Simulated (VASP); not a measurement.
## VASP inputs for SnSe (strained measured structure)

INCAR

```
EDIFF = 1E-7
NSW = 0
LREAL = .FALSE.
LWAVE = .FALSE.
PREC = Accurate
METAGGA = R2SCAN
NBANDS = 17
SIGMA = 0.02
LASPH = .TRUE.
ISMEAR = -1
ENCUT = 520
NELM = 120
ALGO = Normal
LCHARG = .FALSE.
IBRION = -1
ISIF = 2
```

KPOINTS

```
KPOINTS created by Atomic Simulation Environment
0
Gamma
8 8 8
0 0 0
```

KPOINTS_OPT

```
special points
9
Reciprocal
0.0000000000 0.0000000000 0.0000000000 1
0.5000000000 0.0000000000 0.5000000000 1
0.6250000000 0.2500000000 0.6250000000 1
0.3750000000 0.3750000000 0.7500000000 1
0.5000000000 0.5000000000 0.5000000000 1
0.5000000000 0.2500000000 0.7500000000 1
0.5000000000 0.4750000000 0.5250000000 1
-0.0620930000 -0.0589190000 0.4927570000 1
-0.0662430000 -0.0390620000 0.4741210000 1
```

POSCAR

```
Sn Se
 1.0000000000000000
     0.0000000000000000    2.9508617510000001    2.9508617510000001
     2.9508617510000001    0.0000000000000000    2.9508617510000001
     2.9508617510000001    2.9508617510000001    0.0000000000000000
 Sn  Se
   1   1
Cartesian
  0.0000000000000000  0.0000000000000000  0.0000000000000000
  2.9508617510000001  2.9508617510000001  2.9508617510000001
```

VASP ran with the recommended PBE PAW datasets (20 valence electrons in the cell).

Task: What does this run give?

Result: gap between bands v and c 0.09 eV; least direct gap 0.13 eV; pressure 3.4 GPa.

Band v is the last that the valence electrons fill when counted band by band, and c is the next. Levels in eV from the top of v:

| point | v−1 | v | c | c+1 |
| --- | --- | --- | --- | --- |
| Γ | -2.94 | -2.94 | 4.48 | 4.48 |
| X | -4.52 | -4.52 | 2.79 | 5.71 |
| K | -3.99 | -2.99 | 3.30 | 3.65 |
| L | -2.65 | -0.14 | 0.60 | 0.98 |
| W | -5.67 | -1.20 | 1.38 | 4.88 |
